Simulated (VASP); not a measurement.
Runs of VASP 6.6.1 on Si. Symmetry: P6/mmm, No. 191, hexagonal system. Conventional cell: a = 2.621 Å, b = 2.621 Å, c = 2.466 Å, α = 90.00°, β = 90.00°, γ = 120.00°. Around Si (site symmetry 6/mmm) lie 8 Si at 2.47 to 2.62 Å. This isn't the form of Si at room conditions, which is diamond.

```tsv
task	level	potentials or basis	cell	k mesh	cutoff (eV)	smearing	grid for exact exchange (PRECFOCK)	exchange at q = 0	mesh quality	gap on the mesh (eV)	pressure (GPa)	relaxed volume (Å³/atom)
band structure	r2SCAN0	VASP PAW PBE potentials, release 64 (Si)	as given	6 × 6 × 6	520	fermi-dirac 0.05 eV	Normal	truncated	coarse	-	(b)	-
band structure	SCAN	VASP PAW PBE potentials, release 64 (Si)	as given	12 × 12 × 11	520	fermi-dirac 0.05 eV	-	-	not flagged	-	0.0	-
relaxation of cell and atoms	LDA	VASP PAW LDA potentials, release 64 (Si)	relaxed	12 × 12 × 11	600	fermi-dirac 0.05 eV	-	-	not flagged	none	-0.1	14.55
single point	PBE	VASP PAW PBE potentials, release 64 (Si_GW)	as given	6 × 6 × 6	500	gaussian 0.02 eV	-	-	coarse	none	4.9	-
optical spectrum	PBE	VASP PAW PBE potentials, release 64 (Si)	as given	12 × 12 × 11	520	gaussian 0.02 eV	-	-	not flagged	none	3.0	-
relaxation of cell and atoms	BEEF-vdW	VASP PAW PBE potentials, release 64 (Si)	relaxed	12 × 12 × 11	600	fermi-dirac 0.05 eV	-	-	not flagged	none	0.0	(a)
electric field gradients	PBEsol	VASP PAW PBE potentials, release 64 (Si)	as given	12 × 12 × 11	520	gaussian 0.02 eV	-	-	not flagged	none	0.7	-
```

Alike in all rows: no spin polarisation.

Task: Fill in the values left out.

Result: (a) 14.83; (b) 1.3.

Caveats: some runs use coarse meshes; the PAW data sets were made with another functional, which shifts forces and pressure a little (some runs); spectra need much finer meshes, so this one isn't converged (some runs); independent-particle spectra lack excitons (some runs); the intraband (Drude) part of a metal's response may be missing (some runs).

A gap of «none» marks a metal or a gap under the smearing width.
